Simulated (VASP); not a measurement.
# CdTe (F-43m) in VASP: settings compared

Aim: see how the results for CdTe move with the level of theory and the settings. Levels: r2SCAN, PBE. Tasks: single point.

Everything below comes from runs of VASP 6.6.1. Logs are shortened: lines on timing, memory, paths and dates and some standing lists are left out, and cuts for length are marked.

**Measured values to compare with.**

From a printed reference work, data compilation, for a bulk crystal of CdTe at 0 K: band gap 1.607 eV.

The results are compared with them further down.

**1. The cell of the first run**

It takes space group F-43m (No. 216, cubic). The conventional cell has a = 6.617 Å, b = 6.617 Å, c = 6.617 Å, α = 90.00°, β = 90.00°, γ = 90.00°. Cd (site symmetry -43m) has 4 Te at 2.87 Å within 3.8 Å. Te (site symmetry -43m) has 4 Cd at 2.87 Å within 3.8 Å.

**2. Single point, r2SCAN**

The input, POSCAR:

```
CdTe
1.0
    0.0000000000      3.3086866350      3.3086866350
    3.3086866350      0.0000000000      3.3086866350
    3.3086866350      3.3086866350      0.0000000000
Cd Te
1 1
Direct
    0.0000000000      0.0000000000      0.0000000000
    0.2500000000      0.2500000000      0.2500000000
```

The input, INCAR.step1:

```
SYSTEM = CdTe
PREC     = Accurate       ! precision mode
ENCUT    = 520            ! plane-wave cutoff, eV
ISMEAR   = 0              ! smearing method
SIGMA    = 0.02           ! smearing width, eV
LREAL    = .FALSE.        ! projectors in reciprocal space
LASPH    = .TRUE.         ! aspherical terms in the spheres
NELM     = 100            ! most SCF steps
NBANDS   = 16             ! bands
GGA      = PE             ! functional
ALGO     = Normal         ! electronic algorithm
EDIFF    = 1E-4           ! SCF threshold, eV
LWAVE    = .TRUE.         ! write WAVECAR
LCHARG   = .FALSE.        ! write CHGCAR
```

The input, INCAR.step2:

```
SYSTEM = CdTe
PREC     = Accurate       ! precision mode
ENCUT    = 520            ! plane-wave cutoff, eV
EDIFF    = 1E-6           ! SCF threshold, eV
ISMEAR   = 0              ! smearing method
SIGMA    = 0.02           ! smearing width, eV
LREAL    = .FALSE.        ! projectors in reciprocal space
LASPH    = .TRUE.         ! aspherical terms in the spheres
NELM     = 100            ! most SCF steps
ALGO     = Normal         ! electronic algorithm
ISIF     = 2              ! what is computed and relaxed
LWAVE    = .FALSE.        ! write WAVECAR
LCHARG   = .FALSE.        ! write CHGCAR
METAGGA  = R2SCAN         ! meta-GGA
LMIXTAU  = .TRUE.       
NBANDS   = 16             ! bands
ISTART   = 1
```

The input, KPOINTS:

```
regular mesh
0
G
  10 10 10
  0 0 0
```

Potentials or basis: VASP PAW PBE potentials, release 64 (Cd, Te).

On the command line:

```console
> cat potpaw_PBE.64/Cd/POTCAR potpaw_PBE.64/Te/POTCAR > POTCAR
> cp INCAR.step1 INCAR
> mpirun -np 1 vasp_std > vasp.out
> cp INCAR.step2 INCAR
> mpirun -np 1 vasp_std > vasp.out
```

OUTCAR:

```text
SYSTEM = CdTe
   PREC = Accurate
   ENCUT = 520
   EDIFF = 1E-6
   ISMEAR = 0
   LREAL = .FALSE.
   LASPH = .TRUE.
   NELM = 100
   ISIF = 2
   METAGGA = R2SCAN
   ISTART = 1

 ion  position               nearest neighbor table
   1  0.000  0.000  0.000-   2 2.87   2 2.87   2 2.87   2 2.87
   2  0.250  0.250  0.250-   1 2.87   1 2.87   1 2.87   1 2.87

  LATTYP: Found a face centered cubic cell.
 ALAT       =     6.6173732700

  Lattice vectors:

 A1 = (   0.0000000000,   3.3086866350,   3.3086866350)
 A2 = (   3.3086866350,   0.0000000000,   3.3086866350)
 A3 = (   3.3086866350,   3.3086866350,   0.0000000000)

Analysis of symmetry for initial positions (statically):
=====================================================================
 Subroutine PRICEL returns:
 Original cell was already a primitive cell.

 Routine SETGRP: Setting up the symmetry group for a
 face centered cubic supercell.

 Subroutine GETGRP returns: Found 24 space group operations
 (whereof 24 operations were pure point group operations)
 out of a pool of 48 trial point group operations.

The static configuration has the point symmetry T_d .

Analysis of symmetry for dynamics (positions and initial velocities):
=====================================================================
 Subroutine PRICEL returns:
 Original cell was already a primitive cell.

 Routine SETGRP: Setting up the symmetry group for a
 face centered cubic supercell.

 Subroutine GETGRP returns: Found 24 space group operations
 (whereof 24 operations were pure point group operations)
 out of a pool of 48 trial point group operations.

The dynamic configuration has the point symmetry T_d .

 Subroutine INISYM returns: Found 24 space group operations
 (whereof 24 operations are pure point group operations),
 and found     1 'primitive' translations

----------------------------------------------------------------------------------------

                                     Primitive cell

  volume of cell :      72.4431

  direct lattice vectors                    reciprocal lattice vectors
     0.000000000  3.308686635  3.308686635    -0.151117363  0.151117363  0.151117363
     3.308686635  0.000000000  3.308686635     0.151117363 -0.151117363  0.151117363
     3.308686635  3.308686635  0.000000000     0.151117363  0.151117363 -0.151117363

  length of vectors
     4.679189513  4.679189513  4.679189513     0.261742951  0.261742951  0.261742951

  position of ions in fractional coordinates (direct lattice)
     0.000000000  0.000000000  0.000000000
     0.250000000  0.250000000  0.250000000

  ion indices of the primitive-cell ions
   primitive index   ion index
                 1           1
                 2           2

----------------------------------------------------------------------------------------

 KPOINTS: regular mesh

Automatic generation of k-mesh.
 Grid dimensions read from file:
 generate k-points for:   10   10   10

 Generating k-lattice:

  Cartesian coordinates                     Fractional coordinates (reciprocal lattice)
    -0.015111736  0.015111736  0.015111736     0.100000000  0.000000000  0.000000000
     0.015111736 -0.015111736  0.015111736     0.000000000  0.100000000  0.000000000
     0.015111736  0.015111736 -0.015111736     0.000000000  0.000000000  0.100000000

  Length of vectors
     0.026174295  0.026174295  0.026174295

  Shift w.r.t. Gamma in fractional coordinates (k-lattice)
     0.000000000  0.000000000  0.000000000

 Subroutine IBZKPT returns following result:
 ===========================================

 Found     47 irreducible k-points:

 Following reciprocal coordinates:
            Coordinates               Weight
  0.000000  0.000000  0.000000      1.000000
  0.100000  0.000000  0.000000      8.000000
  0.200000  0.000000  0.000000      8.000000
  0.300000  0.000000  0.000000      8.000000
  0.400000  0.000000  0.000000      8.000000
  0.500000  0.000000  0.000000      4.000000
[... 16 lines left out ...]
  0.300000  0.300000  0.000000      6.000000
  0.400000  0.300000  0.000000     24.000000
 [... further k-points ...]
   k-points           NKPTS =     47   k-points in BZ     NKDIM =     47   number of bands    NBANDS=     16
   number of dos      NEDOS =    301   number of ions     NIONS =      2
   total plane-waves  NPLWV =  46656
   dimension x,y,z NGX =    36 NGY =   36 NGZ =   36
   dimension x,y,z NGXF=    72 NGYF=   72 NGZF=   72
   ions per type =               1   1
   NGX,Y,Z   is equivalent  to a cutoff of  12.79, 12.79, 12.79 a.u.
   NGXF,Y,Z  is equivalent  to a cutoff of  25.58, 25.58, 25.58 a.u.
 SYSTEM =  CdTe
   PREC   = accura    normal or accurate (medium, high low for compatibility)
   ISTART =      1    job   : 0-new  1-cont  2-samecut
   ICHARG =      0    charge: 1-file 2-atom 10-const
   ISPIN  =      1    spin polarized calculation?
   LNONCOLLINEAR =      F non collinear calculations
   LSORBIT =      F    spin-orbit coupling
   LASPH  =      T    aspherical Exc in radial PAW
   ENCUT  =  520.0 eV  38.22 Ry    6.18 a.u.   8.70  8.70  8.70*2*pi/ulx,y,z
   NELM   =    100;   NELMIN=  2; NELMDL=  0     # of ELM steps
   EDIFF  = 0.1E-05   stopping-criterion for ELM
   LREAL  =      F    real-space projection
   EDIFFG = 0.1E-04   stopping-criterion for IOM
   NSW    =      0    number of steps for IOM
   IBRION =     -1    ionic relax: 0-MD 1-quasi-New 2-CG
   NFREE  =      0    steps in history (QN), initial steepest desc. (CG)
   ISIF   =      2    stress and relaxation
   ISYM   =      2    0-nonsym 1-usesym 2-fastsym
   POTIM  = 0.5000    time-step for ionic-motion
   TEBEG  =    0.0;   TEEND  =   0.0 temperature during run
   PSTRESS=    0.0 pullay stress
   NELECT =      18.0000    total number of electrons
   NUPDOWN=      -1.0000    fix difference up-down
   EMIN   =  10.00;   EMAX   =-10.00  energy-range for DOS
   EFERMI =   0.00;   METHOD = LEGACY
   ISMEAR =     0;   SIGMA  =   0.02  broadening in eV -4-tet -1-fermi 0-gaus
   EFERMI_NEDOS =   21; number of points for ismear=-14 and -15
   IALGO  =     38    algorithm
   IMIX   =      4    mixing-type and parameters
     AMIX     =   0.40;   BMIX     =  1.00
     AMIX_MAG =   1.60;   BMIX_MAG =  1.00
  volume/ion in A,a.u.               =      36.22       244.44
  Fermi-wavevector in a.u.,A,eV,Ry     =   1.029201  1.944907 14.412024  1.059254
  Thomas-Fermi vector in A             =   2.163236
   LORBIT       =      0    0 simple, 1 ext, 2 COOP (PROOUT), +10 PAW based schemes
   METAGGA = R2SCAN    functional components
   LHFCALC =     F    Hartree Fock is set to
   AEXX    =    0.0000 exact exchange contribution
   IVDW    =     0    specifies the selected vdW correction
   LEPSILON=     F    determine dielectric tensor
   LRPA    =     F    only Hartree local field effects (RPA)
 non-spin polarized calculation
 Gauss-broadening in eV      SIGMA  =   0.02
  energy-cutoff  :      520.00
  volume of cell :       72.44
 maximum number of plane-waves:      1980
   NGX = 17   NGY = 17   NGZ = 17

 number of electron      18.0000006 magnetization

 Free energy of the ion-electron system (eV)
  ---------------------------------------------------
  ext. energy  EPLUGINS =         0.00000000
  ---------------------------------------------------
  free energy    TOTEN  =       -46.64046580 eV

  energy without entropy =      -46.64046580  energy(sigma->0) =      -46.64046580

 E-fermi :   1.6909     XC(G=0):  -8.8170

 val. band max:        1.5496237187   @ k =   0.0000   0.0000   0.0000
 cond. band min:       2.6202616205   @ k =   0.0000   0.0000   0.0000
 fundamental gap:      1.0706379018
 Fermi energy:         1.6909013916

 k-point     1 :       0.0000    0.0000    0.0000
  band No.  band energies     occupation
      1      -9.6260      2.00000
      2      -6.8176      2.00000
      3      -6.8176      2.00000
      4      -6.8176      2.00000
      5      -6.5800      2.00000
      6      -6.5800      2.00000
[... 8 lines left out ...]
     15      11.2707      0.00000
     16      11.2707      0.00000

 k-point     2 :       0.1000    0.0000    0.0000
  band No.  band energies     occupation
      1      -9.5921      2.00000
      2      -6.8112      2.00000
      3      -6.8112      2.00000
      4      -6.7882      2.00000
      5      -6.5805      2.00000
      6      -6.5805      2.00000
[... 8 lines left out ...]
     15      10.7416      0.00000
     16      10.7416      0.00000

 k-point     3 :       0.2000    0.0000    0.0000
  band No.  band energies     occupation
      1      -9.5031      2.00000
      2      -6.7951      2.00000
      3      -6.7951      2.00000
      4      -6.6948      2.00000
      5      -6.5806      2.00000
      6      -6.5806      2.00000
[... 8 lines left out ...]
     15      10.3647      0.00000
     16      10.3992      0.00000

 k-point     4 :       0.3000    0.0000    0.0000
  band No.  band energies     occupation
      1      -9.3941      2.00000
      2      -6.7772      2.00000
      3      -6.7772      2.00000
      4      -6.5786      2.00000
      5      -6.5786      2.00000
      6      -6.5344      2.00000
[... 8 lines left out ...]
     15      10.6136      0.00000
     16      10.6136      0.00000
[... 324 lines left out ...]
 k-point    22 :      -0.2000    0.2000    0.0000
  band No.  band energies     occupation
      1      -9.3576      2.00000
      2      -6.7691      2.00000
      3      -6.7568      2.00000
      4      -6.5879      2.00000
      5      -6.5874      2.00000
      6      -6.4777      2.00000
[... 8 lines left out ...]
     15      11.5453      0.00000
     16      12.1668      0.00000

 k-point    23 :       0.3000    0.3000    0.0000
  band No.  band energies     occupation
      1      -9.3204      2.00000
      2      -6.7272      2.00000
      3      -6.7272      2.00000
      4      -6.6486      2.00000
      5      -6.5623      2.00000
      6      -6.4587      2.00000
[... 8 lines left out ...]
     15      12.0487      0.00000
     16      13.3325      0.00000

 k-point    24 :       0.4000    0.3000    0.0000
  band No.  band energies     occupation
      1      -9.2538      2.00000
      2      -6.7152      2.00000
      3      -6.7093      2.00000
      4      -6.6416      2.00000
      5      -6.5599      2.00000
      6      -6.3264      2.00000
[... 8 lines left out ...]
     15      12.4594      0.00000
     16      13.5267      0.00000

 [... further k-points ...]
[... 5 lines left out ...]
  --------------------------------------------------------------------------------------
  -------------------------------------------------------------------------------------
  Total       -0.4201533     -0.4201533     -0.4201533     -0.0000000     -0.0000000      0.0000000
  in kB       -9.2922631     -9.2922631     -9.2922631     -0.0000000     -0.0000000      0.0000000
  external PRESSURE =      -9.2922631 kB  Pullay stress =       0.0000000 kB

 VOLUME and BASIS-vectors are now :
 -----------------------------------------------------------------------------
  energy-cutoff  :      520.00
  volume of cell :       72.44
      direct lattice vectors                 reciprocal lattice vectors
     0.000000000  3.308686635  3.308686635    -0.151117363  0.151117363  0.151117363
     3.308686635  0.000000000  3.308686635     0.151117363 -0.151117363  0.151117363
     3.308686635  3.308686635  0.000000000     0.151117363  0.151117363 -0.151117363

 POSITION                                       TOTAL-FORCE (eV/Angst)
 -----------------------------------------------------------------------------------
      0.00000      0.00000      0.00000         0.000000      0.000000      0.000000
      1.65434      1.65434      1.65434        -0.000000     -0.000000     -0.000000
 -----------------------------------------------------------------------------------
    total drift:                               -0.000001     -0.000001     -0.000001

  FREE ENERGIE OF THE ION-ELECTRON SYSTEM (eV)
  ---------------------------------------------------
  free  energy   TOTEN  =       -46.6404658038 eV

  energy  without entropy=      -46.6404658038  energy(sigma->0) =      -46.64046580
```

Run time: 2.5 min. Hardware: 1 thread of Intel Xeon Platinum 8375C at 2.90GHz (Ice Lake), shared host; peak memory 0.25 GiB.

Results:

```
Free energy            : -46.6405 eV
Pressure               : -0.9 GPa
Band gap on the k mesh : 1.07 eV, direct
```

Caveat: the PAW data sets were made with another functional, which shifts forces and pressure a little; spin-orbit coupling is left out, which moves the levels of the heavy elements.

**3. Single point, PBE**

This run uses another cell than the first one, of 33.73 Å³/atom, 0.931 times its volume.

The input, INCAR:

```
SYSTEM = CdTe
PREC = Accurate
ENCUT = 520
EDIFF = 1E-7
ISMEAR = 0
SIGMA = 0.01
LREAL = .FALSE.
LASPH = .TRUE.
NELM = 100
ALGO = Normal
ISIF = 2
LWAVE = .FALSE.
LCHARG = .TRUE.
GGA = PE
LELF = .TRUE.
LVHAR = .TRUE.
NBANDS = 16
```

The input, KPOINTS:

```
Automatic mesh
0
G
  10 10 10
  0 0 0
```

The input, POSCAR:

```
CdTe
1.0
    0.0000000000      3.2310218521      3.2310218521
    3.2310218521      0.0000000000      3.2310218521
    3.2310218521      3.2310218521      0.0000000000
Cd Te
1 1
Direct
    0.0000000000      0.0000000000      0.0000000000
    0.7500000000      0.7500000000      0.7500000000
```

Potentials or basis: VASP PAW PBE potentials, release 64 (Cd, Te).

On the command line:

```console
> cat potpaw_PBE.64/Cd/POTCAR potpaw_PBE.64/Te/POTCAR > POTCAR
> mpirun -np 1 vasp_std > vasp.out
```

Wall time 25 s (1 thread of Intel Xeon 6975P-C (Granite Rapids), shared host); peak memory 0.23 GiB.

It converged, with:

```yaml
Free_energy: -4.7653 eV
Pressure: 3.1 GPa
Band_gap_on_the_k_mesh: 0.80 eV, direct
```

Levels at points of the mesh, in eV from the valence-band top:
| k point | band 6 | band 7 | band 8 | band 9 | band 10 | band 11 | band 12 | band 13 |
| --- | --- | --- | --- | --- | --- | --- | --- | --- |
| (0.00, 0.00, 0.00) | -8.05 | 0.00 | 0.00 | 0.00 | 0.80 | 4.60 | 4.60 | 4.60 |
| (0.50, 0.00, 0.00) | -7.69 | -4.47 | -0.79 | -0.79 | 1.83 | 5.19 | 5.19 | 7.09 |
| (0.50, 0.50, 0.00) | -7.55 | -4.35 | -1.89 | -1.89 | 2.59 | 2.67 | 8.89 | 9.18 |

Caveat: spin-orbit coupling is left out, which moves the levels of the heavy elements.

**4. How close it comes**

Step 2. Against the measured gap of CdTe, 1.607 eV (0 K; a printed reference work, data compilation), the calculated 1.07 eV is off by -0.54 eV. Spin-orbit coupling on Cd, Te is left out. The value is that of r2SCAN, without temperature or zero-point motion.
